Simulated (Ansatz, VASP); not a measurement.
One calculation of InSe, two programs

File POSCAR:

```
InSe
1.0
    4.0473293151      0.0000000000      0.0000000000
   -2.0236646576      3.5050900044      0.0000000000
    0.0000000000      0.0000000000     18.0520649100
In Se
4 4
Direct
    0.0000000000      0.0000000000      0.5773936800
    0.0000000000      0.0000000000      0.4226063200
    0.3333333300      0.6666666700      0.9226095100
    0.3333333300      0.6666666700      0.0773904900
    0.6666666700      0.3333333300      0.8530000700
    0.6666666700      0.3333333300      0.1469999300
    0.3333333300      0.6666666700      0.6470157200
    0.3333333300      0.6666666700      0.3529842800
```

File INCAR.step1:

```
PREC = Accurate
ENCUT = 520
ISMEAR = 0
SIGMA = 0.1
LREAL = False
LASPH = True
NELM = 60
NBANDS = 48
GGA = PE
ALGO = Normal
EDIFF = 1E-4
LWAVE = True
LCHARG = False
```

Contents of INCAR.step2:

```
PREC = Accurate
ENCUT = 520
EDIFF = 1E-7
ISMEAR = 0
SIGMA = 0.1
LREAL = False
LASPH = True
NELM = 60
ALGO = Normal
ISIF = 2
LWAVE = False
LCHARG = True
METAGGA = R2SCAN
LMIXTAU = True
LELF = True
LVHAR = True
NBANDS = 48
ISTART = 1
```

File KPOINTS:

```
Automatic mesh
0
Gamma
  6 6 1
```

Input for Ansatz:

```yaml
crystal:
  lattice:
    - [4.0473293151, 0.0, 0.0]
    - [-2.0236646576, 3.5050900044, 0.0]
    - [0.0, 0.0, 18.05206491]
  atoms:
    - { symbol: In, position: [0.0, 0.0, 0.57739368] }
    - { symbol: In, position: [0.0, 0.0, 0.42260632] }
    - { symbol: In, position: [0.33333333, 0.66666667, 0.92260951] }
    - { symbol: In, position: [0.33333333, 0.66666667, 0.07739049] }
    - { symbol: Se, position: [0.66666667, 0.33333333, 0.85300007] }
    - { symbol: Se, position: [0.66666667, 0.33333333, 0.14699993] }
    - { symbol: Se, position: [0.33333333, 0.66666667, 0.64701572] }
    - { symbol: Se, position: [0.33333333, 0.66666667, 0.35298428] }
basis:
  ecutwfc: 500
kpoints:
  mp_grid: { grid: [6, 6, 1] }
hamiltonian:
  xc: r2scan
scf:
  occupations: { method: gaussian, width: 0.1 }
output:
  forces: true
  stress: true
  eigenvalues: true
```

Measurements of this composition are mostly on another form, of space group No. 160.

Alike in both runs: task single point; functional r2SCAN; k mesh 6 × 6 × 1; occupations gaussian, width 0.1 eV; no spin polarisation.

```csv
,VASP,Ansatz
version,VASP 6.6.1,Ansatz 0.2.0
potentials or method,"VASP PAW PBE potentials, release 64 (In_d, Se)","scalar-relativistic, plane waves, PAW"
plane-wave cutoff (eV),520,500
valence electrons in the cell,76,116
```

VASP gave:

- gap on the k mesh at the Fermi level (eV): 1.13
- least direct gap on the mesh (eV): 1.13
- pressure (GPa): -0.1
- rms of the force components (eV/Å): 0.018

Task: Which values does Ansatz return?

Result: gap on the k mesh at the Fermi level (eV): 1.14; least direct gap on the mesh (eV): 1.14; pressure (GPa): -0.1; rms of the force components (eV/Å): 0.014.

Atom by atom the forces differ by 0.007 eV/Å (rms over components). The two sets of potentials don't hold the same shells in valence.

Caveats: the PAW data sets were made with another functional, which shifts forces and pressure a little (VASP); spin-orbit coupling is left out, which moves the levels of the heavy elements. r2SCAN opens gaps a little over a GGA but as a rule still falls short of measured ones.
